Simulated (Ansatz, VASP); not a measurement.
# Cross-check of Ga37N35 (Ga_N) between VASP and Ansatz

One calculation is typed for both programs; each brings its own data sets. How far apart do they land? The cell is taken from a series of runs on this material, whose earlier steps may have relaxed, scaled, displaced or heated it; both programs get it as it stands.

Method: plane waves, with VASP 6.6.1 beside it; single point at r2SCAN, in Ansatz 0.2.0.

### Step 1. The structure

The cell holds 72 atoms: 37 Ga and 35 N. Its edges and angles: a = 9.549 Å, b = 9.549 Å, c = 10.367 Å, α = 90.0°, β = 90.0°, γ = 120.0°. It derives from GaN (GaN (P6_3mc)). Nearest the centre at fractional (0.556, 0.444, 0.438): Ga19 at 0.24 Å, Ga14 at 2.20 Å, Ga31 at 2.28 Å, Ga18 at 2.32 Å, Ga17 at 2.59 Å, N66 at 3.13 Å, N65 at 3.15 Å, N53 at 3.16 Å. The cell carries charge +2.

Coordinates:

```cif
data_structure
_symmetry_space_group_name_H-M 'P 1'
_symmetry_Int_Tables_number 1
_cell_length_a 9.5493
_cell_length_b 9.5493
_cell_length_c 10.3672
_cell_angle_alpha 90.000
_cell_angle_beta 90.000
_cell_angle_gamma 120.000
_cell_volume 818.71
loop_
_atom_site_label
_atom_site_type_symbol
_atom_site_fract_x
_atom_site_fract_y
_atom_site_fract_z
_atom_site_occupancy
Ga1 Ga 0.21599 0.10439 0.24754 1
Ga2 Ga 0.10987 0.22162 0.50035 1
Ga3 Ga 0.21935 0.11009 0.74822 1
Ga4 Ga 0.10877 0.22020 0.00047 1
Ga5 Ga 0.21995 0.44156 0.24944 1
Ga6 Ga 0.10967 0.55648 0.50138 1
Ga7 Ga 0.21789 0.44098 0.75244 1
Ga8 Ga 0.11010 0.55491 0.00254 1
Ga9 Ga 0.22090 0.77525 0.24985 1
Ga10 Ga 0.11423 0.88970 0.50169 1
Ga11 Ga 0.22311 0.77718 0.75159 1
Ga12 Ga 0.11036 0.88670 0.00078 1
Ga13 Ga 0.55366 0.10540 0.24698 1
Ga14 Ga 0.42284 0.19016 0.49894 1
Ga15 Ga 0.55797 0.10998 0.74744 1
Ga16 Ga 0.43638 0.20781 0.98636 1
Ga17 Ga 0.54143 0.42562 0.18875 1
Ga18 Ga 0.43056 0.58180 0.51639 1
Ga19 Ga 0.56914 0.45167 0.41713 1
Ga20 Ga 0.55820 0.44465 0.74885 1
Ga21 Ga 0.43994 0.55748 0.99204 1
Ga22 Ga 0.55605 0.77653 0.24826 1
Ga23 Ga 0.44360 0.88977 0.50034 1
Ga24 Ga 0.56058 0.78384 0.75344 1
Ga25 Ga 0.44263 0.88693 0.00009 1
Ga26 Ga 0.88777 0.11080 0.25079 1
Ga27 Ga 0.77749 0.22473 0.50128 1
Ga28 Ga 0.88928 0.11214 0.75094 1
Ga29 Ga 0.77644 0.22055 0.00075 1
Ga30 Ga 0.88657 0.44188 0.25092 1
Ga31 Ga 0.81225 0.58808 0.51763 1
Ga32 Ga 0.89194 0.44302 0.75380 1
Ga33 Ga 0.78116 0.55710 0.99411 1
Ga34 Ga 0.88763 0.77747 0.25131 1
Ga35 Ga 0.78233 0.89525 0.50142 1
Ga36 Ga 0.89335 0.78479 0.75573 1
Ga37 Ga 0.77802 0.89044 0.00269 1
N38 N 0.21162 0.10371 0.43524 1
N39 N 0.11003 0.22039 0.18870 1
N40 N 0.21552 0.10673 0.93451 1
N41 N 0.11085 0.22223 0.68751 1
N42 N 0.22489 0.44593 0.43920 1
N43 N 0.10852 0.55251 0.19067 1
N44 N 0.21837 0.44214 0.93893 1
N45 N 0.11217 0.55530 0.68857 1
N46 N 0.22283 0.77710 0.43860 1
N47 N 0.10743 0.88285 0.18781 1
N48 N 0.22109 0.77582 0.93901 1
N49 N 0.11278 0.88828 0.68896 1
N50 N 0.55576 0.10768 0.43602 1
N51 N 0.43228 0.20047 0.17413 1
N52 N 0.55627 0.10704 0.93410 1
N53 N 0.44448 0.22198 0.68550 1
N54 N 0.44103 0.55383 0.18491 1
N55 N 0.55261 0.44062 0.94149 1
N56 N 0.44437 0.55732 0.69531 1
N57 N 0.55939 0.78435 0.43732 1
N58 N 0.44248 0.88365 0.18785 1
N59 N 0.55665 0.77910 0.93949 1
N60 N 0.44478 0.88775 0.68742 1
N61 N 0.88912 0.11609 0.43859 1
N62 N 0.77556 0.22077 0.18903 1
N63 N 0.88776 0.11075 0.93893 1
N64 N 0.77915 0.22367 0.68831 1
N65 N 0.88700 0.44809 0.44020 1
N66 N 0.77270 0.55194 0.19018 1
N67 N 0.88884 0.44278 0.94106 1
N68 N 0.78530 0.56070 0.69998 1
N69 N 0.90049 0.79368 0.43843 1
N70 N 0.77733 0.88820 0.19027 1
N71 N 0.88828 0.77917 0.94193 1
N72 N 0.77966 0.89033 0.68920 1
```

### Step 2. VASP: single point, r2SCAN

A single point gives forces, pressure and levels at one fixed geometry, so differences don't come from the geometry; what else differs is listed under the comparison.

Lines of VASP's logs that name or quote its potential files are left out, and so is its time.

INCAR reads:

```
SYSTEM = Ga37N35
PREC = Accurate
ENCUT = 580
EDIFF = 1E-06
NELM = 120
ISMEAR = 0
SIGMA = 0.01
LREAL = Auto
ALGO = Normal
METAGGA = R2SCAN
LASPH = .TRUE.
NELECT = 654
NBANDS = 384
LORBIT = 11
LWAVE = .FALSE.
LCHARG = .FALSE.
ISIF = 2
ISYM = 0
GGA_COMPAT = .FALSE.
EFERMI = MIDGAP
LMIXTAU = .TRUE.
KPAR = 4
```

POSCAR reads:

```
Ga37N35
1.0
    9.5492592266      0.0000000000      0.0000000000
   -4.7746296133      8.2699010776      0.0000000000
    0.0000000000      0.0000000000     10.3671611136
Ga N
37 35
Direct
    0.2159900000      0.1043900000      0.2475400000
    0.1098700000      0.2216200000      0.5003500000
    0.2193500000      0.1100900000      0.7482200000
    0.1087700000      0.2202000000      0.0004700000
    0.2199500000      0.4415600000      0.2494400000
    0.1096700000      0.5564800000      0.5013800000
    0.2178900000      0.4409800000      0.7524400000
    0.1101000000      0.5549100000      0.0025400000
    0.2209000000      0.7752500000      0.2498500000
    0.1142300000      0.8897000000      0.5016900000
    0.2231100000      0.7771800000      0.7515900000
    0.1103600000      0.8867000000      0.0007800000
    0.5536600000      0.1054000000      0.2469800000
    0.4228400000      0.1901600000      0.4989400000
    0.5579700000      0.1099800000      0.7474400000
    0.4363800000      0.2078100000      0.9863600000
    0.5414300000      0.4256200000      0.1887500000
    0.4305600000      0.5818000000      0.5163900000
    0.5691400000      0.4516700000      0.4171300000
    0.5582000000      0.4446500000      0.7488500000
    0.4399400000      0.5574800000      0.9920400000
    0.5560500000      0.7765300000      0.2482600000
    0.4436000000      0.8897700000      0.5003400000
    0.5605800000      0.7838400000      0.7534400000
    0.4426300000      0.8869300000      0.0000900000
    0.8877700000      0.1108000000      0.2507900000
    0.7774900000      0.2247300000      0.5012800000
    0.8892800000      0.1121400000      0.7509400000
    0.7764400000      0.2205500000      0.0007500000
    0.8865700000      0.4418800000      0.2509200000
    0.8122500000      0.5880800000      0.5176300000
    0.8919400000      0.4430200000      0.7538000000
    0.7811600000      0.5571000000      0.9941100000
    0.8876300000      0.7774700000      0.2513100000
    0.7823300000      0.8952500000      0.5014200000
    0.8933500000      0.7847900000      0.7557300000
    0.7780200000      0.8904400000      0.0026900000
    0.2116200000      0.1037100000      0.4352400000
    0.1100300000      0.2203900000      0.1887000000
    0.2155200000      0.1067300000      0.9345100000
    0.1108500000      0.2222300000      0.6875100000
    0.2248900000      0.4459300000      0.4392000000
    0.1085200000      0.5525100000      0.1906700000
    0.2183700000      0.4421400000      0.9389300000
    0.1121700000      0.5553000000      0.6885700000
    0.2228300000      0.7771000000      0.4386000000
    0.1074300000      0.8828500000      0.1878100000
    0.2210900000      0.7758200000      0.9390100000
    0.1127800000      0.8882800000      0.6889600000
    0.5557600000      0.1076800000      0.4360200000
    0.4322800000      0.2004700000      0.1741300000
    0.5562700000      0.1070400000      0.9341000000
    0.4444800000      0.2219800000      0.6855000000
    0.4410300000      0.5538300000      0.1849100000
    0.5526100000      0.4406200000      0.9414900000
    0.4443700000      0.5573200000      0.6953100000
    0.5593900000      0.7843500000      0.4373200000
    0.4424800000      0.8836500000      0.1878500000
    0.5566500000      0.7791000000      0.9394900000
    0.4447800000      0.8877500000      0.6874200000
    0.8891200000      0.1160900000      0.4385900000
    0.7755600000      0.2207700000      0.1890300000
    0.8877600000      0.1107500000      0.9389300000
    0.7791500000      0.2236700000      0.6883100000
    0.8870000000      0.4480900000      0.4402000000
    0.7727000000      0.5519400000      0.1901800000
    0.8888400000      0.4427800000      0.9410600000
    0.7853000000      0.5607000000      0.6999800000
    0.9004900000      0.7936800000      0.4384300000
    0.7773300000      0.8882000000      0.1902700000
    0.8882800000      0.7791700000      0.9419300000
    0.7796600000      0.8903300000      0.6892000000
```

KPOINTS reads:

```
Points of the shifted mesh
8
Reciprocal
 0.2500000000  0.2500000000  0.2500000000 1
 0.2500000000  0.2500000000  0.7500000000 1
 0.2500000000  0.7500000000  0.2500000000 1
 0.2500000000  0.7500000000  0.7500000000 1
 0.7500000000  0.2500000000  0.2500000000 1
 0.7500000000  0.2500000000  0.7500000000 1
 0.7500000000  0.7500000000  0.2500000000 1
 0.7500000000  0.7500000000  0.7500000000 1
```

Potentials, in the order of the species: Ga_d and N (PBE family, release 64).

Started as:

```bash
mpirun -np 8 vasp_std
```

Numbers of over 12 decimals in the logs are rounded to 6 here.

The log of the run:

```text
[banner, memory and clock lines left out]
running    8 mpi-ranks, on    1 nodes
[...]
|                                                                             |
|           W    W    AA    RRRRR   N    N  II  N    N   GGGG   !!!           |
|           W    W   A  A   R    R  NN   N  II  NN   N  G    G  !!!           |
|           W    W  A    A  R    R  N N  N  II  N N  N  G       !!!           |
|           W WW W  AAAAAA  RRRRR   N  N N  II  N  N N  G  GGG   !            |
|           WW  WW  A    A  R   R   N   NN  II  N   NN  G    G                |
|           W    W  A    A  R    R  N    N  II  N    N   GGGG   !!!           |
|                                                                             |
|     For optimal performance we recommend to set                             |
|       NCORE = 2 up to number-of-cores-per-socket                            |
|     NCORE specifies how many cores store one orbital (NPAR=cpu/NCORE).      |
|     This setting can greatly improve the performance of VASP for DFT.       |
[...]
DAV:   5    -0.968897986717E+03   -0.65591E+02   -0.64787E+02 10488   0.487E+01BRMIX: very serious problems
 the old and the new charge density differ
 old charge density:   656.00000 new  654.00000
BRMIX: very serious problems
 the old and the new charge density differ
 old charge density:   656.00000 new  654.00000
BRMIX: very serious problems
 the old and the new charge density differ
 old charge density:   656.00000 new  654.00000
BRMIX: very serious problems
 the old and the new charge density differ
 old charge density:   656.00000 new  654.00000
    0.427E+01
DAV:   6    -0.851087354305E+03    0.11781E+03   -0.22641E+02  9728   0.599E+01    0.137E+01
DAV:   7    -0.800086445198E+03    0.51001E+02   -0.54076E+01  7104   0.181E+01    0.995E+00
DAV:   8    -0.836764079691E+03   -0.36678E+02   -0.23102E+01  7040   0.350E+01    0.481E+00
DAV:   9    -0.790923987798E+03    0.45840E+02   -0.11046E+01  6680   0.134E+01    0.411E+00
[...]
DAV:  25    -0.796666779960E+03   -0.19555E-05   -0.28043E-06  3976   0.574E-03    0.115E-03
DAV:  26    -0.796666781695E+03   -0.17355E-05   -0.86145E-07  3648   0.379E-03    0.692E-04
DAV:  27    -0.796666782464E+03   -0.76872E-06   -0.40091E-07  3648   0.210E-03
   1 F= -.79666678E+03 E0= -.79666678E+03  d E =-.193476-100
```

OUTCAR, selected parts (step 2):

```text
 POSITION                                       TOTAL-FORCE (eV/Angst)
 -----------------------------------------------------------------------------------
      1.56412      0.86329      2.56629         0.057072      0.043188     -0.194536
     -0.00898      1.83278      5.18721        -0.100006      0.079285      0.053359
      1.56899      0.91043      7.75692        -0.022745      0.019251      0.062052
     -0.01270      1.82103      0.00487         0.018184      0.002063     -0.001797
     -0.00793      3.65166      2.58598         0.016361      0.033949     -0.019531
     -1.60972      4.60203      5.19789         0.055806     -0.010026      0.020790
     -0.02483      3.64686      7.80067         0.036753      0.064015      0.030635
     -1.59812      4.58905      0.02633         0.028122     -0.005555      0.011385
     -1.59210      6.41124      2.59024         0.000979     -0.006328     -0.038237
     -3.15718      7.35773      5.20110         0.189364     -0.102308      0.137556
     -1.58021      6.42720      7.79185         0.015178     -0.009530      0.021961
     -3.17981      7.33292      0.00809         0.011430      0.004163     -0.001301
      4.78380      0.87165      2.56048        -0.052354      0.058362     -0.047883
      3.12987      1.57260      5.17259         0.213776     -0.083315      0.160795
[...]
-----------------------------------------------------------------------------------
    total drift:                                0.058603      0.009792      0.068104

  FREE ENERGIE OF THE ION-ELECTRON SYSTEM (eV)
  ---------------------------------------------------
  free  energy   TOTEN  =      -796.6667824639 eV

  energy  without entropy=     -796.6667824639  energy(sigma->0) =     -796.66678246

[... 1 further part left out ...]
```

The cell is charged against a uniform background.

The run ends at a pressure of 0.86 GPa, with forces up to 0.40 eV/Å.

(Part 1 of 2 ends here.)

[Lines on the potential files, build, host, timing and source positions are cut from VASP's logs without a mark.]

[Logs are printed without paths, hosts, clocks, repeated set-up lines and the standing remarks that a program may print on its own settings, such as how far it seeks lower states.]

[Hosts, paths, dates, database ids (printed as entryN), source tags and the programs' standing remarks are cut or masked in the printed files.]
